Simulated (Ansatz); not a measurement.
# GaN: stress in a strained cell

GaN is deformed so: zz strain of -1 %. What stress and forces result, by LAPW, PAW and all-electron datasets made for the crystal?

Computed with Ansatz 0.2.0 (DFT PBEsol, scalar-relativistic, unless a step's input says otherwise).

2 further runs of the same task are left out: 2 set aside as unsound or not needed.

## Step 1: Starting point

Symmetry: Fm-3m, No. 225, cubic system. Conventional cell: a = 3.985 Å, b = 3.985 Å, c = 3.985 Å, α = 90.00°, β = 90.00°, γ = 90.00°. Ga (site symmetry m-3m) has 6 N at 1.99 Å as nearest neighbours. Around N (site symmetry m-3m) lie 6 Ga at 1.99 Å.

Structure file:

```cif
data_structure
_symmetry_space_group_name_H-M 'Fm-3m'
_symmetry_Int_Tables_number 225
_cell_length_a 3.9850
_cell_length_b 3.9850
_cell_length_c 3.9850
_cell_angle_alpha 90.000
_cell_angle_beta 90.000
_cell_angle_gamma 90.000
_cell_volume 63.28
loop_
_atom_site_label
_atom_site_type_symbol
_atom_site_symmetry_multiplicity
_atom_site_Wyckoff_symbol
_atom_site_fract_x
_atom_site_fract_y
_atom_site_fract_z
_atom_site_occupancy
Ga1 Ga 4 b 0.50000 0.00000 0.00000 1
N1 N 4 a 0.00000 0.00000 0.00000 1
```

The file gives the conventional cell by its symmetry; the runs use the cell typed in the input.

Atoms are numbered in the order of the input: Ga1, N2.

## Step 2: The deformed structure

Space group Fm-3m before, I4/mmm after.

## Step 3: LAPW, all electrons

input.yaml reads:

```yaml
crystal:
  lattice:
    - [0.0, 1.9925, 1.972575]
    - [1.9925, 0.0, 1.972575]
    - [1.9925, 1.9925, 0.0]
  atoms:
    - { symbol: Ga, position: [0.5, 0.5, 0.5] }
    - { symbol: "N", position: [0.0, 0.0, 0.0] }
kpoints:
  mp_grid: { grid: [10, 10, 10] }
  band_path:
    path:
      - [0.0, 0.0, 0.0]
      - [0.0, 0.5, 0.5]
      - [0.25, 0.75, 0.5]
      - [0.0, 0.5, 0.0]
      - [0.0, 0.0, 0.0]
      - [0.5, 0.5, 0.0]
      - [0.3775380063, 0.6224619937, 0.0]
      - [-0.3775380063, 0.3775380063, 0.0]
      - [0.0, 0.0, 0.0]
    npoints: 5
scf:
  occupations: { method: fermi_dirac, width: 0.02 }
hamiltonian:
  xc: pbesol
  pseudopotentials: { kind: all_electron, lapw: { basis_error: 0.00025 } }
output:
  forces: true
  stress: true
  eigenvalues: true
```

Launch:

```bash
$ ansatz run input.yaml --threads 1 --pin off --max-ram 3072MiB --backend cpu --events-out ev --progress --plain --runs-dir out
```

Output, cut to the lines that bear on the results:

```text
LAPW: plane waves up to 11.207 Å⁻¹, error target 2.5e-4 eV per atom; small_component_spin mean_spin; N in spheres of 0.871 Å, 7 of its electrons in bands, Dirac shells []; Ga in spheres of 1.102 Å, 21 of its electrons in bands, Dirac shells []
[...]
Pseudopotentials: kind: all_electron
Pseudopotential: Ga, LAPW, valence charge 21, Koelling and Harmon's equation, gaussian nucleus
Pseudopotential: N, LAPW, valence charge 7, Koelling and Harmon's equation, gaussian nucleus
Functional definition: PBEsol
[...]
Crystal: 2 atoms, lattice volume = 15.662 Å³
Basis set: ecut = 478.4824408451748 eV, 339 PW (Γ), exchange–correlation at level 2
Bands: 18, of which v1, the nominal top of the filled ones, is band 14 counted from 1 (13 counted from 0)
Symmetry: 16 space group operations
Space group: I4/mmm (ITA 139), of the structure as read, at distance tolerance 2.5e-5 Å
k-points: 102 of 1000
[...]
SCF iter   1: F=—  HF=-54346.427004 eV  |F-HF|=—  |Δ(HF+E_count)|=         —  Δρ=1.60e-1  dr2=4.08e0  ethr=1.46e-2  ⟨swp⟩=2.0  Hψ=11886  notcnv=0
[...]
the basis was enlarged: its passes take 219.0 KiB over the memory plan, 1 of 1 planned eigensolver slots
[...]
SCF iter   7: F=-54344.443181 eV  HF=-54344.443181 eV  |F-HF|=7.71e-10  |Δ(HF+E_count)|=   6.24e-7  Δρ=7.02e-6  dr2=3.76e-9  ethr=2.64e-9  ⟨swp⟩=2.6  Hψ=5172  notcnv=0
[...]
NSCF: frozen V_eff on 41 k-points
SCF converged after 7 iterations
Free energy (F): -54344.443181 eV
[...]
E sigma→0 (E₀):  -54344.443181 eV
Fermi energy:    20.131943 eV
[...]
--- Forces (eV/Å), atoms counted from 1 ---
  atom   1  Ga     0.00000000     0.00000000    -0.00000000
  atom   2  N     -0.00000000     0.00000000    -0.00000000
[...]
--- Stress (GPa, compression-positive) ---
       61.921518       0.000000       0.000000
        0.000000      61.921518       0.000000
        0.000000       0.000000      67.291698
  P = ⅓ Tr σ = 63.7116 GPa (637.116 kbar)
--- Band table (eV; the first three rows and the last of 102) ---
  k-point 0: bands = ["-354.0911", "-123.0881", "-74.0150", "-74.0150", "-74.0051", "-0.1239", "5.1228", "5.1228", "5.1363", "5.2752", "5.2916", "18.4190", "18.5140", "18.5140", "23.8405", "34.8043", "34.8043", "34.8834"]
[...]
```

It took 10 s on 1 thread of Intel Xeon 6975P-C (Granite Rapids), shared host; peak memory 0.48 GiB.

Read from it: pressure 63.71 GPa; gap 1.71 eV.

## Step 4: PAW on the default files

input.yaml reads:

```yaml
crystal:
  lattice:
    - [0.0, 1.9925, 1.972575]
    - [1.9925, 0.0, 1.972575]
    - [1.9925, 1.9925, 0.0]
  atoms:
    - { symbol: Ga, position: [0.5, 0.5, 0.5] }
    - { symbol: "N", position: [0.0, 0.0, 0.0] }
kpoints:
  mp_grid: { grid: [10, 10, 10] }
scf:
  occupations: { method: fermi_dirac, width: 0.02 }
hamiltonian:
  xc: pbesol
  pseudopotentials: { kind: paw }
output:
  forces: true
  stress: true
  eigenvalues: true
  efg: { contact_densities: true }
```

Launch:

```bash
$ ansatz run input.yaml --threads 1 --pin off --max-ram 3072MiB --backend cpu --events-out ev --progress --plain --runs-dir out
```

Output:

```text
Engine: ansatz 0.2.0
Pseudopotentials: kind: paw
Pseudopotential: Ga, paw, valence charge 13, recommended cutoff 420 eV (normal)
Pseudopotential: N, paw, valence charge 5, recommended cutoff 420 eV (normal)
Functional definition: PBEsol
  exchange = pbesol_x
  correlation = pbesol_c
Crystal: 2 atoms, lattice volume = 15.662 Å³
Basis set: ecut = 420 eV, 323 PW (Γ), exchange–correlation on 40×40×40 points (8 copies of the dense FFT grid, shifted against one another)
Bands: 13, of which v1, the nominal top of the filled ones, is band 9 counted from 1 (8 counted from 0)
Symmetry: 16 space group operations
Space group: I4/mmm (ITA 139), of the structure as read, at distance tolerance 2.5e-5 Å
k-points: 102 of 1000
Non-local potential: Ga, projectors of the file, l = 0: 2, l = 1: 2, l = 2: 3, l = 3: 1
Non-local potential: N, projectors of the file, l = 0: 2, l = 1: 2, l = 2: 1
PAW form: soft (Blöchl's): semilocal exchange-correlation on the pseudo side does not see the compensation charge
PAW frozen core: Ga, regenerated for the run's functional, and the local potential with it (the file was generated under x = pbe(κ = 0.804, μ = 0.2195149727645171), c = pbe(β = 0.06672455060314922))
PAW frozen core: N, regenerated for the run's functional, and the local potential with it (the file was generated under x = pbe(κ = 0.804, μ = 0.2195149727645171), c = pbe(β = 0.06672455060314922))
PAW one-centre angular grid: Ga, 590 points (default); XC on 64 Gauss nodes
PAW one-centre angular grid: N, 110 points (default); XC on 64 Gauss nodes
Initial density: superposition of atomic densities (neutral atoms: chi_scale 0, normalization atom), corrected by the library's trained network
Initial wavefunctions: pseudopotential atomic-orbital guess
Functional: x = pbesol(κ = 0.804, μ = 0.12345679012345678), c = pbesol(β = 0.046)
SCF iter   1: F=—  HF=-4121.476827 eV  |F-HF|=—  |Δ(HF+E_count)|=         —  Δρ=1.65e-2  dr2=3.42e-2  ethr=1.77e-3  ⟨swp⟩=4.8  Hψ=6911  notcnv=0
preconditioner: auto → none  [insulator: Δε(μ)=1.542 eV  Ē_g=21.042 eV  σ=0.020 eV  W_gap=1.00  n_scr=8 (ndim 8)  ℏωp=39.8 eV  f_vac=0.000  D(μ)=0.00/eV (n_scr^D=0)  ε∞_Penn≈4.6]
SCF iter   2: F=—  HF=-4121.465544 eV  |F-HF|=—  |Δ(HF+E_count)|=   1.13e-2  Δρ=3.89e-3  dr2=1.70e-3  ethr=1.90e-4  ⟨swp⟩=2.4  Hψ=2985  notcnv=0
SCF iter   3: F=—  HF=-4121.465005 eV  |F-HF|=—  |Δ(HF+E_count)|=   5.39e-4  Δρ=9.28e-4  dr2=6.43e-5  ethr=9.44e-6  ⟨swp⟩=2.1  Hψ=2164  notcnv=0
SCF iter   4: F=—  HF=-4121.464999 eV  |F-HF|=—  |Δ(HF+E_count)|=   6.02e-6  Δρ=4.36e-4  dr2=1.33e-5  ethr=3.57e-7  ⟨swp⟩=2.4  Hψ=2203  notcnv=0
iter 5 did not close the SCF: its close was put off for the readings that it lacked (scf_convergence_deferred on its scf_iter line)
SCF iter   5: F=-4121.464998 eV  HF=-4121.464998 eV  |F-HF|=3.77e-8  |Δ(HF+E_count)|=   6.68e-7  Δρ=4.20e-5  dr2=6.64e-8  ethr=7.39e-8  ⟨swp⟩=2.1  Hψ=2156  notcnv=0
SCF iter   6: F=-4121.464998 eV  HF=-4121.464998 eV  |F-HF|=1.32e-9  |Δ(HF+E_count)|=   5.01e-8  Δρ=3.27e-6  dr2=8.87e-10  ethr=3.69e-10  ⟨swp⟩=2.6  Hψ=5015  notcnv=0
SCF 1 converged in 6 iterations: F = -4121.464998 eV  dr2 = 8.87e-10
SCF converged after 6 iterations
Free energy (F): -4121.464998 eV
Harris-Foulkes:  -4121.464998 eV  (|F-HF|=1.32e-9)
Internal energy: -4121.464998 eV  (E = F + TS)
E sigma→0 (E₀):  -4121.464998 eV
Fermi energy:    17.559058 eV
--- Per-component energies (eV) ---
  E_band       = 104.085152
  E_kinetic    = 257.548081
  E_local      = -1507.727796  (includes V_loc(G=0)·N_el)
  E_nonlocal   = 479.953492
  E_hartree    = 728.060610
  E_xc         = -131.027976
  E_vxc        = -138.402922  (∫ρ·V_xc dr)
  E_paw        = -2079.985606  (= ΣΔE_a)
  E_vpaw       = -443.405602  (= ΣTr[D̂ρ^β])
  E_aug_tail   = 0.000070  (compensation charges beyond the density's cutoff)
  E_ewald      = -1869.176949
  E_core_change = 0.891077  (= ΣΔE_core)
  E_smearing   = -0.000000  (= −TS)
  E_closure    = 0.000000  (closes the sum)
  Σ components = -4121.464998   (vs F -4121.464998, Δ=0.00e0)
--- Forces (eV/Å), atoms counted from 1 ---
  atom   1  Ga     0.00000000    -0.00000000     0.00000000
  atom   2  N     -0.00000000     0.00000000     0.00000000
  max |Σ_I F_I| component: 1.10e-29 eV/Å
--- Stress (GPa, compression-positive) ---
       61.808143       0.000000       0.000000
        0.000000      61.808143      -0.000000
        0.000000       0.000000      67.179356
  P = ⅓ Tr σ = 63.5985 GPa (635.985 kbar)
--- PAW observables at the nuclei: V_zz in 10²¹ V/m², potentials from the cell's mean, atoms counted from 1 ---
  atom   1  Ga V_zz =    -1.067647   η = 0.0000   by run symmetry: allowed
            electrostatic potential = -4141.930749 V   contact ρ = 187020.114265 e/Å³
  atom   2  N  V_zz =    +0.025692   η = 0.0000   by run symmetry: allowed
            electrostatic potential = -525.868593 V   contact ρ = 1403.655871 e/Å³
--- Band table (eV; the first three rows and the last of 102) ---
  k-point 0: bands = ["-2.6980", "2.5668", "2.5668", "2.5798", "2.7196", "2.7367", "15.8416", "15.9359", "15.9359", "21.2413", "32.2419", "32.2419", "32.3200"]
  k-point 1: bands = ["-2.4633", "2.5517", "2.5804", "2.5906", "2.6971", "2.7102", "14.8428", "15.9290", "15.9779", "22.0070", "29.7285", "31.8693", "32.0223"]
  k-point 2: bands = ["-1.7787", "2.4993", "2.5265", "2.5387", "2.7297", "2.7322", "12.6660", "16.0787", "16.0967", "23.0506", "27.8935", "30.1534", "30.4254"]
  k-point 101: bands = ["-0.1536", "2.2437", "2.9071", "3.0393", "3.0393", "6.2545", "7.9205", "12.7734", "12.7734", "18.3858", "24.4519", "30.5617", "33.5851"]
```

It took 1.7 s on 1 thread of Intel Xeon 6975P-C (Granite Rapids), shared host; peak memory 0.4 GiB.

In short: pressure 63.60 GPa; gap on the k mesh 1.70 eV; Vzz Ga1 -1.07 (η = 0.00), N2 0.03 (η = 0.00) (10²¹ V/m²).

## Step 5: Datasets made for this crystal

input.yaml, as its differences from that of step 4:

```diff
@@ -14,3 +14,3 @@
   xc: pbesol
-  pseudopotentials: { kind: paw }
+  pseudopotentials: { kind: all_electron, datasets: crystal }
 output:
```

Launch:

```bash
$ ansatz run input.yaml --threads 1 --pin off --max-ram 3072MiB --backend cpu --events-out ev --progress --plain --runs-dir out
```

Output, cut to the lines that bear on the results:

```text
[...]
Pseudopotentials: kind: all_electron
Pseudopotential: Ga, paw, valence charge 21, recommended cutoff 480 eV (normal), Koelling and Harmon's equation, gaussian nucleus
Pseudopotential: N, paw, valence charge 5, recommended cutoff 480 eV (normal), Koelling and Harmon's equation, gaussian nucleus
Functional definition: PBEsol
[...]
Crystal: 2 atoms, lattice volume = 15.662 Å³
Basis set: ecut = 480 eV, 339 PW (Γ), exchange–correlation on 48×48×48 points (8 copies of the dense FFT grid, shifted against one another)
Bands: 13, of which v1, the nominal top of the filled ones, is band 9 counted from 1 (8 counted from 0)
Symmetry: 16 space group operations
Space group: I4/mmm (ITA 139), of the structure as read, at distance tolerance 2.5e-5 Å
k-points: 102 of 1000
[...]
  atom   1  Ga     0.00000000     0.00000000    -0.00000000
  atom   2  N     -0.00000000    -0.00000000     0.00000000
[...]
--- Stress (GPa, compression-positive) ---
       61.922162       0.000000       0.000000
        0.000000      61.922162       0.000000
        0.000000       0.000000      67.291423
  P = ⅓ Tr σ = 63.7119 GPa (637.119 kbar)
  It holds what live shells' own plane waves past their cutoff add
--- PAW observables at the nuclei: V_zz in 10²¹ V/m², potentials from the cell's mean, atoms counted from 1 ---
  atom   1  Ga V_zz =    -1.070401   η = 0.0000   by run symmetry: allowed
            electrostatic potential = -4140.022056 V   contact ρ = 187088.007704 e/Å³
  atom   2  N  V_zz =    +0.028951   η = 0.0000   by run symmetry: allowed
            electrostatic potential = -525.050594 V   contact ρ = 1403.893826 e/Å³
--- Band table (eV; the first three rows and the last of 102) ---
  k-point 0: bands = ["-0.1239", "5.1228", "5.1228", "5.1365", "5.2753", "5.2914", "18.4189", "18.5139", "18.5139", "23.8405", "34.8043"]
[...]
```

Run time: 7 s. Hardware: 1 thread of Intel Xeon 6975P-C (Granite Rapids), shared host; peak memory 0.6 GiB.

This run gives: pressure 63.71 GPa; gap on the k mesh 1.71 eV; Vzz Ga1 -1.07 (η = 0.00), N2 0.03 (η = 0.00) (10²¹ V/m²).

## Step 6: Stress and forces compared

Stress (GPa, compression positive):

| method | xx | yy | zz | yz | xz | xy |
| --- | --- | --- | --- | --- | --- | --- |
| LAPW, undeformed (earlier run) | 58.81 | 58.81 | 58.81 | 0.00 | 0.00 | 0.00 |
| LAPW | 61.92 | 61.92 | 67.29 | 0.00 | 0.00 | 0.00 |
| PAW | 61.81 | 61.81 | 67.18 | 0.00 | 0.00 | 0.00 |
| crystal datasets | 61.92 | 61.92 | 67.29 | 0.00 | 0.00 | 0.00 |

```
          method  pressure (GPa)  gap on the k mesh (eV)  Vzz Ga1 (10²¹ V/m²)  Vzz N2 (10²¹ V/m²)  SCF cycles, all passes
            LAPW           63.71                    1.71                    –                   –                       7
             PAW           63.60                    1.70                -1.07                0.03                       6
crystal datasets           63.71                    1.71                -1.07                0.03                       8
```

## Step 7: Results

| quantity | value |
| --- | --- |
| pressure | LAPW 63.71, PAW 63.60, crystal datasets 63.71 GPa |
| largest shear or deviatoric stress (LAPW) | 3.58 GPa |

Against the undeformed cell the largest change of stress is +8.49 GPa, in the zz component, with the atoms carried along and not relaxed. PAW: stress within 0.11 GPa of LAPW. Crystal datasets: stress within 0.01 GPa of LAPW.
